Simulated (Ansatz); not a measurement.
# armchair SiC nanoribbon (N = 8, H edges): bands under strain

Aim: is the armchair SiC nanoribbon (N = 8, H edges) a metal or a semiconductor?

Method: DFT PBE, plane waves, PAW; relaxation of a wire's period, in the first sound run; inputs show where later runs differ, in Ansatz 0.2.0.

Report form: the programs' logs are mostly left out.

## (1) The structure

The cell holds 20 atoms: 8 Si, 8 C and 4 H. Cell: a = 20.311 Å, b = 7.000 Å, c = 5.370 Å, α = 90.0°, β = 90.0°, γ = 90.0°. Vacuum lies along a and b. The structure's axis is c.

## (2) The relaxed wire

Band widths follow the bond lengths, so the wire is relaxed first. The atoms and the third cell vector are free; the box across stays fixed as vacuum. A Fermi-Dirac smearing is set since the result may be a metal. The pressure printed is a third of the stress's trace over the whole box, vacuum included; only the stress along the axis is relaxed.

Contents of input.yaml:

```yaml
crystal:
  lattice:
    - [20.311, 0.0, 0.0]
    - [0.0, 7.0, 0.0]
    - [0.0, 0.0, 5.37]
  atoms:
    - { symbol: Si, position: [0.232866726, 0.5, 0.0] }
    - { symbol: Si, position: [0.385511645, 0.5, 0.0] }
    - { symbol: Si, position: [0.538156564, 0.5, 0.0] }
    - { symbol: Si, position: [0.690801482, 0.5, 0.0] }
    - { symbol: C, position: [0.232866726, 0.5, 0.333333333] }
    - { symbol: C, position: [0.385511645, 0.5, 0.333333333] }
    - { symbol: C, position: [0.538156564, 0.5, 0.333333333] }
    - { symbol: C, position: [0.690801482, 0.5, 0.333333333] }
    - { symbol: H, position: [0.82767025, 0.5, 0.367783985] }
    - { symbol: H, position: [0.187243803, 0.5, 0.432960894] }
    - { symbol: Si, position: [0.309189185, 0.5, 0.5] }
    - { symbol: Si, position: [0.461834104, 0.5, 0.5] }
    - { symbol: Si, position: [0.614479023, 0.5, 0.5] }
    - { symbol: Si, position: [0.767123942, 0.5, 0.5] }
    - { symbol: C, position: [0.309189185, 0.5, 0.833333333] }
    - { symbol: C, position: [0.461834104, 0.5, 0.833333333] }
    - { symbol: C, position: [0.614479023, 0.5, 0.833333333] }
    - { symbol: C, position: [0.767123942, 0.5, 0.833333333] }
    - { symbol: H, position: [0.172320418, 0.5, 0.867783985] }
    - { symbol: H, position: [0.812746864, 0.5, 0.932960894] }
kpoints:
  mp_grid: { grid: [1, 1, 15] }
scf:
  occupations: { method: fermi_dirac, width: 0.05 }
hamiltonian:
  xc: pbe
relax:
  cell: { fix: [a, b, alpha, beta, gamma] }
  max_steps: 45
  f_tol: 0.03
```

Launch:

```sh
> ansatz run input.yaml --threads 4 --pin off --max-ram 16384MiB --backend cpu --events-out ev --progress --plain --runs-dir out
```

The job ended after 43 s (4 threads of Arm Neoverse V1, shared host; peak memory 1.2 GiB; 2.7 min of CPU time).

Relaxation path:

```csv
step,energy less that of the first step (eV),largest force component (eV/Å),pressure (GPa),volume (Å³)
1,0.0000,1.8893,0.07,763.49
2,-0.1719,0.7774,0.03,765.37
3,-0.2043,0.0612,0.14,765.42
4,-0.2046,0.0258,0.10,765.55
5*,-0.2054,0.0257,0.10,765.55
```

Relaxation steps marked * repeat the geometry before them on a plane-wave basis chosen anew for their cell, so energy and pressure can jump there.

Forces are held to the 4 operations that the run works with; a distortion that breaks them can't arise in this run.

| cell as run | before | after | change |
| --- | --- | --- | --- |
| c (Å) | 5.370 | 5.384 | +0.3 % |

The atoms that moved most (Å, along periodic axes as changes of fractional coordinates times the final cell, across vacuum about the mean position):

```csv
atom,dx,dy,dz,length
Si14,-0.064,0.000,0.041,0.076
Si1,0.064,0.000,0.041,0.076
H20,0.012,0.000,-0.032,0.034
H10,-0.012,0.000,-0.032,0.034
C18,-0.023,0.000,-0.010,0.025
C5,0.023,0.000,-0.010,0.025
C15,0.019,0.000,-0.003,0.019
C8,-0.019,0.000,-0.003,0.019
```

The relaxed structure:

```cif
data_structure
_symmetry_space_group_name_H-M 'P 1'
_symmetry_Int_Tables_number 1
_cell_length_a 20.3110
_cell_length_b 7.0000
_cell_length_c 5.3845
_cell_angle_alpha 90.000
_cell_angle_beta 90.000
_cell_angle_gamma 90.000
_cell_volume 765.55
loop_
_atom_site_label
_atom_site_type_symbol
_atom_site_fract_x
_atom_site_fract_y
_atom_site_fract_z
_atom_site_occupancy
Si1 Si 0.23601 0.50000 0.00763 1
Si2 Si 0.38625 0.50000 0.00052 1
Si3 Si 0.53829 0.50000 0.99979 1
Si4 Si 0.69091 0.50000 0.99995 1
C5 C 0.23398 0.50000 0.33150 1
C6 C 0.38544 0.50000 0.33298 1
C7 C 0.53777 0.50000 0.33250 1
C8 C 0.68988 0.50000 0.33281 1
H9 H 0.82772 0.50000 0.36936 1
H10 H 0.18663 0.50000 0.42705 1
Si11 Si 0.30909 0.50000 0.49995 1
Si12 Si 0.46171 0.50000 0.49979 1
Si13 Si 0.61375 0.50000 0.50052 1
Si14 Si 0.76399 0.50000 0.50763 1
C15 C 0.31012 0.50000 0.83281 1
C16 C 0.46223 0.50000 0.83250 1
C17 C 0.61456 0.50000 0.83298 1
C18 C 0.76602 0.50000 0.83150 1
H19 H 0.17228 0.50000 0.86936 1
H20 H 0.81337 0.50000 0.92705 1
```

Numbers from this step:

```
cell length along the wire : 5.384 Å
```

The cell's length comes to 5.384 Å with spin left out.

## (3) The perfect wire

This step: DFT PBE, plane waves, PAW; bands of a perfect wire (Ansatz 0.2.0).

At the relaxed period the bands are computed along the axis; those that cross an energy going forward count the channels that a perfect wire would open there.

Contents of input.yaml:

```yaml
crystal:
  lattice:
    - [20.311, 0.0, 0.0]
    - [0.0, 7.0, 0.0]
    - [0.0, 0.0, 5.3844709031]
  atoms:
    - { symbol: Si, position: [0.236009977, 0.5, 0.00763467] }
    - { symbol: Si, position: [0.386246816, 0.5, 0.000523655] }
    - { symbol: Si, position: [0.538293713, 0.5, 0.999786898] }
    - { symbol: Si, position: [0.690913082, 0.5, 0.999945813] }
    - { symbol: C, position: [0.233979601, 0.5, 0.331495363] }
    - { symbol: C, position: [0.385438478, 0.5, 0.332981041] }
    - { symbol: C, position: [0.537771283, 0.5, 0.332497165] }
    - { symbol: C, position: [0.689876834, 0.5, 0.332805201] }
    - { symbol: H, position: [0.827724594, 0.5, 0.369356807] }
    - { symbol: H, position: [0.186633965, 0.5, 0.427051599] }
    - { symbol: Si, position: [0.309086918, 0.5, 0.499945813] }
    - { symbol: Si, position: [0.461706287, 0.5, 0.499786898] }
    - { symbol: Si, position: [0.613753184, 0.5, 0.500523655] }
    - { symbol: Si, position: [0.763990023, 0.5, 0.50763467] }
    - { symbol: C, position: [0.310123166, 0.5, 0.832805201] }
    - { symbol: C, position: [0.462228717, 0.5, 0.832497165] }
    - { symbol: C, position: [0.614561522, 0.5, 0.832981041] }
    - { symbol: C, position: [0.766020399, 0.5, 0.831495363] }
    - { symbol: H, position: [0.172275406, 0.5, 0.869356807] }
    - { symbol: H, position: [0.813366035, 0.5, 0.927051599] }
kpoints:
  mp_grid: { grid: [1, 1, 15] }
  band_path: { path: ["Γ", Z], npoints: 90 }
scf:
  occupations: { method: fermi_dirac, width: 0.05 }
hamiltonian:
  xc: pbe
output:
  dos: { e_range: [-5, 4] }
  write_potential: true
  write_density: true
  volumetric_format: npy
```

Wall time 92 s (4 threads); peak memory 2.4 GiB; 6.1 min of CPU time.

This step gave:

```yaml
band_gap: 2.293 eV
```

The electronic bands at the labelled points (eV, zero at the Fermi level):

```
  point  band 31  band 32  band 33  band 34  band 35  band 36  band 37  band 38
      Γ    -1.79    -1.60    -1.41    -1.14     1.15     1.28     1.36     1.66
halfway    -2.39    -2.21    -1.69    -1.64     1.37     1.56     2.04     2.22
      Z    -2.64    -2.64    -1.96    -1.96     1.46     1.46     2.47     2.47
```

The gap is 2.29 eV, with spin left out.

The path shows a direct gap of 2.29 eV (valence top at Γ, conduction bottom at Γ).

## (4) Strain along the wire, period over the relaxed period 0.96, k-mesh 1×1×12

This step: DFT PBE, plane waves, PAW; relaxation at a fixed period (Ansatz 0.2.0).

The period is set to 0.96 times the relaxed one and the atoms relax within it: strain changes bond lengths and angles, which shifts the bands against each other. Against the first PBE run of this kind, the mesh along the wire has 12 points against 15.

The cell differs from the one that the last finished run ended in (c 5.384 → 5.169 Å).

input.yaml: that of step 3 with these lines changed.

```diff
@@ -4,3 +4,3 @@
     - [0.0, 7.0, 0.0]
-    - [0.0, 0.0, 5.3844709031]
+    - [0.0, 0.0, 5.169092067]
   atoms:
@@ -27,3 +27,3 @@
 kpoints:
-  mp_grid: { grid: [1, 1, 15] }
+  mp_grid: { grid: [1, 1, 12] }
   band_path: { path: ["Γ", Z], npoints: 90 }
@@ -33,6 +33,6 @@
   xc: pbe
+relax:
+  max_steps: 40
+  f_tol: 0.02
 output:
-  dos: { e_range: [-5, 4] }
-  write_potential: true
-  write_density: true
-  volumetric_format: npy
+  stress: true
```

Elapsed: 1.7 min, on 4 threads; peak memory 2.4 GiB.

Step by step:

| step | energy less that of the first step (eV) | largest force component (eV/Å) |
| --- | --- | --- |
| 1 | 0.0000 | 1.5605 |
| 2 | -0.1865 | 0.7974 |
| 3 | -0.2624 | 0.1205 |
| 4 | -0.2636 | 0.0750 |
| 5 | -0.2638 | 0.0066 |

Forces are held to the 4 operations that the run works with; a distortion that breaks them can't arise in this run.

The atoms that moved most (Å):

| atom | dx | dy | dz | length |
| --- | --- | --- | --- | --- |
| H10 | -0.064 | 0.000 | 0.092 | 0.112 |
| H20 | 0.064 | 0.000 | 0.092 | 0.112 |
| H19 | -0.062 | 0.000 | -0.092 | 0.111 |
| H9 | 0.062 | 0.000 | -0.092 | 0.111 |
| C18 | 0.095 | 0.000 | 0.024 | 0.098 |
| C5 | -0.095 | 0.000 | 0.024 | 0.098 |
| Si1 | -0.088 | 0.000 | -0.028 | 0.092 |
| Si14 | 0.088 | 0.000 | -0.028 | 0.092 |

The relaxed structure:

```xyz
20
Lattice="20.3110 0.0000 0.0000 0.0000 7.0000 0.0000 0.0000 0.0000 5.1691" Properties=species:S:1:pos:R:3
Si    4.7057    3.5000    0.0119
Si    7.8135    3.5000   -0.0139
Si   10.9449    3.5000    5.1527
Si   14.0885    3.5000    5.1496
C     4.6577    3.5000    1.7375
C     7.7958    3.5000    1.7390
C    10.9325    3.5000    1.7367
C    14.0647    3.5000    1.7393
H    16.8740    3.5000    1.8172
H     3.7263    3.5000    2.2995
Si    6.2225    3.5000    2.5650
Si    9.3661    3.5000    2.5682
Si   12.4975    3.5000    2.5706
Si   15.6053    3.5000    2.5964
C     6.2463    3.5000    4.3239
C     9.3785    3.5000    4.3213
C    12.5152    3.5000    4.3235
C    15.6533    3.5000    4.3220
H     3.4370    3.5000    4.4018
H    16.5847    3.5000    4.8841
```

Numbers from this step:

```yaml
band_gap: 2.400 eV
```

Electronic bands along the path, in eV, zero at the Fermi level:

```csv
point,band 31,band 32,band 33,band 34,band 35,band 36,band 37,band 38
Γ,-1.74,-1.68,-1.35,-1.17,1.24,1.42,1.62,1.68
halfway,-2.52,-2.19,-1.76,-1.73,1.34,1.52,2.02,2.21
Z,-2.73,-2.73,-2.07,-2.07,1.35,1.35,2.39,2.39
```

The gap is 2.40 eV, against 2.29 eV under PBE at the relaxed period.

## (5) Strain along the wire, period over the relaxed period 0.98, k-mesh 1×1×12

The period is set to 0.98 times the relaxed one and the atoms relax within it: strain changes bond lengths and angles, which shifts the bands against each other. Against the first PBE run of this kind, the mesh along the wire has 12 points against 15.

The cell differs from the one that the last finished run ended in (c 5.169 → 5.277 Å).

input.yaml: that of step 4 with these lines changed.

```diff
@@ -4,3 +4,3 @@
     - [0.0, 7.0, 0.0]
-    - [0.0, 0.0, 5.169092067]
+    - [0.0, 0.0, 5.2767814851]
   atoms:
```

The job ended after 1.7 min (4 threads; peak memory 2.4 GiB).

Step by step:

| step | energy less that of the first step (eV) | largest force component (eV/Å) |
| --- | --- | --- |
| 1 | 0.0000 | 0.6911 |
| 2 | -0.0421 | 0.3563 |
| 3 | -0.0581 | 0.0528 |
| 4 | -0.0583 | 0.0112 |

Forces are held to the 4 operations that the run works with; a distortion that breaks them can't arise in this run.

The atoms that moved most (Å):

```
atom      dx     dy      dz  length
 H20   0.031  0.000   0.048   0.057
 H10  -0.031  0.000   0.048   0.057
  H9   0.025  0.000  -0.049   0.055
 H19  -0.025  0.000  -0.049   0.055
 C18   0.047  0.000   0.012   0.048
  C5  -0.047  0.000   0.012   0.048
 Si1  -0.041  0.000  -0.013   0.043
Si14   0.041  0.000  -0.013   0.043
```

Final coordinates:

```xyz
20
Lattice="20.3110 0.0000 0.0000 0.0000 7.0000 0.0000 0.0000 0.0000 5.2768" Properties=species:S:1:pos:R:3
Si    4.7526    3.5000    0.0271
Si    7.8307    3.5000   -0.0050
Si   10.9391    3.5000    5.2687
Si   14.0599    3.5000    5.2676
C     4.7056    3.5000    1.7615
C     7.8128    3.5000    1.7654
C    10.9269    3.5000    1.7629
C    14.0362    3.5000    1.7652
H    16.8372    3.5000    1.8998
H     3.7598    3.5000    2.3016
Si    6.2511    3.5000    2.6292
Si    9.3719    3.5000    2.6303
Si   12.4803    3.5000    2.6334
Si   15.5584    3.5000    2.6655
C     6.2748    3.5000    4.4036
C     9.3841    3.5000    4.4013
C    12.4982    3.5000    4.4038
C    15.6054    3.5000    4.3999
H     3.4738    3.5000    4.5381
H    16.5512    3.5000    4.9399
```

The gap is 2.35 eV, against 2.29 eV under PBE at the relaxed period.

## (6) Strain along the wire, period over the relaxed period 1.02, k-mesh 1×1×11

The period is set to 1.02 times the relaxed one and the atoms relax within it: strain changes bond lengths and angles, which shifts the bands against each other. Against the first PBE run of this kind, the mesh along the wire has 11 points against 15.

The cell differs from the one that the last finished run ended in (c 5.277 → 5.492 Å).

input.yaml: that of step 5 with these lines changed.

```diff
@@ -4,3 +4,3 @@
     - [0.0, 7.0, 0.0]
-    - [0.0, 0.0, 5.2767814851]
+    - [0.0, 0.0, 5.4921603212]
   atoms:
@@ -27,3 +27,3 @@
 kpoints:
-  mp_grid: { grid: [1, 1, 12] }
+  mp_grid: { grid: [1, 1, 11] }
   band_path: { path: ["Γ", Z], npoints: 90 }
```

Elapsed: 1.8 min, on 4 threads; peak memory 2.5 GiB.

Step by step:

```csv
step,energy less that of the first step (eV),largest force component (eV/Å)
1,0.0000,0.5327
2,-0.0365,0.2777
3,-0.0473,0.0323
4,-0.0474,0.0148
```

The run keeps the 4 symmetry operations that it works with, so distortions that break them were not tested.

The atoms that moved most (Å):

```csv
atom,dx,dy,dz,length
H19,0.028,0.000,0.053,0.060
H9,-0.028,0.000,0.053,0.060
H10,0.026,0.000,-0.049,0.056
H20,-0.026,0.000,-0.049,0.056
C18,-0.042,0.000,-0.012,0.043
C5,0.042,0.000,-0.012,0.043
Si14,-0.041,0.000,0.014,0.043
Si1,0.041,0.000,0.014,0.043
```

Final coordinates:

```xyz
20
Lattice="20.3110 0.0000 0.0000 0.0000 7.0000 0.0000 0.0000 0.0000 5.4922" Properties=species:S:1:pos:R:3
Si    4.8342    3.5000    0.0562
Si    7.8579    3.5000    0.0085
Si   10.9286    3.5000    5.4959
Si   14.0104    3.5000    5.4991
C     4.7940    3.5000    1.8088
C     7.8421    3.5000    1.8211
C    10.9189    3.5000    1.8183
C    13.9912    3.5000    1.8192
H    16.7839    3.5000    2.0819
H     3.8167    3.5000    2.2961
Si    6.3006    3.5000    2.7530
Si    9.3824    3.5000    2.7498
Si   12.4531    3.5000    2.7546
Si   15.4768    3.5000    2.8023
C     6.3198    3.5000    4.5652
C     9.3921    3.5000    4.5644
C    12.4689    3.5000    4.5671
C    15.5170    3.5000    4.5549
H     3.5271    3.5000    4.8280
H    16.4943    3.5000    5.0422
```

The gap is 2.23 eV, against 2.29 eV under PBE at the relaxed period.

## (7) Strain along the wire, period over the relaxed period 1.04, k-mesh 1×1×11

The period is set to 1.04 times the relaxed one and the atoms relax within it: strain changes bond lengths and angles, which shifts the bands against each other. Against the first PBE run of this kind, the mesh along the wire has 11 points against 15.

The cell differs from the one that the last finished run ended in (c 5.492 → 5.600 Å).

input.yaml: that of step 6 with these lines changed.

```diff
@@ -4,3 +4,3 @@
     - [0.0, 7.0, 0.0]
-    - [0.0, 0.0, 5.4921603212]
+    - [0.0, 0.0, 5.5998497393]
   atoms:
```

Wall time 1.9 min (4 threads); peak memory 2.6 GiB; 7.4 min of CPU time.

Relaxation path:

```
step  energy less that of the first step (eV)  largest force component (eV/Å)
   1                                   0.0000                          0.9341
   2                                  -0.1313                          0.4841
   3                                  -0.1659                          0.0756
   4                                  -0.1664                          0.0203
   5                                  -0.1665                          0.0065
```

Forces are held to the 4 operations that the run works with; a distortion that breaks them can't arise in this run.

The atoms that moved most (Å):

| atom | dx | dy | dz | length |
| --- | --- | --- | --- | --- |
| H19 | 0.048 | 0.000 | 0.109 | 0.119 |
| H9 | -0.048 | 0.000 | 0.109 | 0.119 |
| H20 | -0.053 | 0.000 | -0.096 | 0.110 |
| H10 | 0.053 | 0.000 | -0.096 | 0.110 |
| C18 | -0.080 | 0.000 | -0.025 | 0.084 |
| C5 | 0.080 | 0.000 | -0.025 | 0.084 |
| Si1 | 0.076 | 0.000 | 0.028 | 0.081 |
| Si14 | -0.076 | 0.000 | 0.028 | 0.081 |

The relaxed structure:

```xyz
20
Lattice="20.3110 0.0000 0.0000 0.0000 7.0000 0.0000 0.0000 0.0000 5.5998" Properties=species:S:1:pos:R:3
Si    4.8698    3.5000    0.0705
Si    7.8684    3.5000    0.0122
Si   10.9240    3.5000    5.6065
Si   13.9904    3.5000    5.6124
C     4.8328    3.5000    1.8315
C     7.8542    3.5000    1.8501
C    10.9162    3.5000    1.8471
C    13.9746    3.5000    1.8472
H    16.7639    3.5000    2.1775
H     3.8432    3.5000    2.2952
Si    6.3206    3.5000    2.8124
Si    9.3870    3.5000    2.8065
Si   12.4426    3.5000    2.8121
Si   15.4412    3.5000    2.8704
C     6.3364    3.5000    4.6471
C     9.3948    3.5000    4.6470
C    12.4568    3.5000    4.6500
C    15.4782    3.5000    4.6315
H     3.5471    3.5000    4.9775
H    16.4678    3.5000    5.0951
```

The electronic bands at the labelled points (eV, zero at the Fermi level):

```csv
point,band 31,band 32,band 33,band 34,band 35,band 36,band 37,band 38
Γ,-1.84,-1.49,-1.37,-1.08,1.09,1.18,1.20,1.60
halfway,-2.20,-2.18,-1.62,-1.48,1.42,1.59,2.05,2.10
Z,-2.51,-2.51,-1.80,-1.80,1.58,1.58,2.36,2.36
```

The gap is 2.16 eV, against 2.29 eV under PBE at the relaxed period.

## (8) Strain along the wire, period over the relaxed period 1.06, k-mesh 1×1×11

The period is set to 1.06 times the relaxed one and the atoms relax within it: strain changes bond lengths and angles, which shifts the bands against each other. Against the first PBE run of this kind, the mesh along the wire has 11 points against 15.

The cell differs from the one that the last finished run ended in (c 5.600 → 5.708 Å).

input.yaml: that of step 7 with these lines changed.

```diff
@@ -4,3 +4,3 @@
     - [0.0, 7.0, 0.0]
-    - [0.0, 0.0, 5.5998497393]
+    - [0.0, 0.0, 5.7075391573]
   atoms:
```

Run time: 1.9 min. Hardware: 4 threads; peak memory 2.6 GiB; 7.6 min of CPU time.

Electronic bands along the path, in eV, zero at the Fermi level:

```
  point  band 31  band 32  band 33  band 34  band 35  band 36  band 37  band 38
      Γ    -1.86    -1.47    -1.29    -1.04     1.05     1.14     1.16     1.58
halfway    -2.15    -2.11    -1.57    -1.40     1.45     1.61     2.04     2.05
      Z    -2.44    -2.44    -1.72    -1.72     1.63     1.63     2.17     2.17
```

The gap is 2.09 eV, against 2.29 eV under PBE at the relaxed period.

## (9) The series together

Times are for 4 threads of Arm Neoverse V1, shared host. The runs compared:

```
no.  period over the relaxed period  k-mesh  free energy less the lowest (eV)  pressure (GPa)  band gap (eV)     time  memory (GiB)
  1                            0.96  1×1×12                            0.3587           1.776          2.400  1.7 min           2.4
  2                            0.98  1×1×12                          0.003662          0.9308          2.353  1.7 min           2.4
  3                            1.02  1×1×11                                 0         -0.6747          2.234  1.8 min           2.5
  4                            1.04  1×1×11                            0.3311          -1.414          2.165  1.9 min           2.6
  5                            1.06  1×1×11                            0.8673          -2.111          2.088  1.9 min           2.6
```

## (10) Outcome

```
cell length, PBE           : 5.384 Å
gap, PBE                   : 2.29 eV
gap, period scaled by 0.96 : 2.40 eV
gap, period scaled by 0.98 : 2.35 eV
gap, period scaled by 1.02 : 2.23 eV
gap, period scaled by 1.04 : 2.16 eV
gap, period scaled by 1.06 : 2.09 eV
```

**Reading.** Under PBE the cell's length is 5.38 Å, and a gap of 2.29 eV makes it a semiconductor. Strain matters: under PBE the gap goes from 2.29 eV to 2.40 eV at 0.96 times the period, 2.35 eV at 0.98 times the period, 2.23 eV at 1.02 times the period, 2.16 eV at 1.04 times the period and 2.09 eV at 1.06 times the period.

[Logs are printed without paths, hosts, clocks, repeated set-up lines and the standing remarks that a program may print on its own settings, such as how far it seeks lower states.]

[Hosts, paths, dates, database ids (printed as entryN), source tags and the programs' standing remarks are cut or masked in the printed files.]
